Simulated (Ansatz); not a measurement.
## MgS: levels along high-symmetry lines

```
Mg S
1.0
     0.00000    2.60165    2.60165
     2.60165    0.00000    2.60165
     2.60165    2.60165    0.00000
Mg S
1 1
Direct
  0.00000 0.00000 0.00000
  0.50000 0.50000 0.50000
```

Atoms are numbered in the order listed.

The cell is COD entry 9008672, as deposited and not checked against the literature; nothing was relaxed.

Method: DFT, PBE, all-electron LAPW, scalar-relativistic in Ansatz 0.2.0.

Settings: a Γ-centred 10×10×10 k mesh, Fermi–Dirac smearing of 0.03 eV, basis error target 0.25 meV/atom, no spin polarisation.

Points in fractions of the reciprocal vectors of this cell: Γ (0, 0, 0), X (0.5, 0, 0.5), U (0.625, 0.25, 0.625), K (0.375, 0.375, 0.75), L (0.5, 0.5, 0.5), W (0.5, 0.25, 0.75). The path joins them by straight lines in the order Γ–X–U–K–Γ–L–W–X; legs that retrace an earlier one aren't tabulated. Energies are in eV from the top of the valence band.

(1) Is there a gap, and where are the band edges?

(2) List the levels between -20 and 6.5 eV at the symmetry points.

Answers

(1) 2.79 eV, indirect from Γ to X (0.5, 0, 0.5).

(2) 
Γ: -12.66, 0.00 (×3), 3.72
X: -10.99, -4.18, -1.68 (×2), 2.79, 4.39
U: -10.99, -3.68, -3.18, -1.36, 3.91
K: -10.99, -3.68, -3.18, -1.36, 3.91
L: -11.35, -4.82, -0.59 (×2), 4.55
W: -10.94, -3.22 (×2), -2.35, 5.25
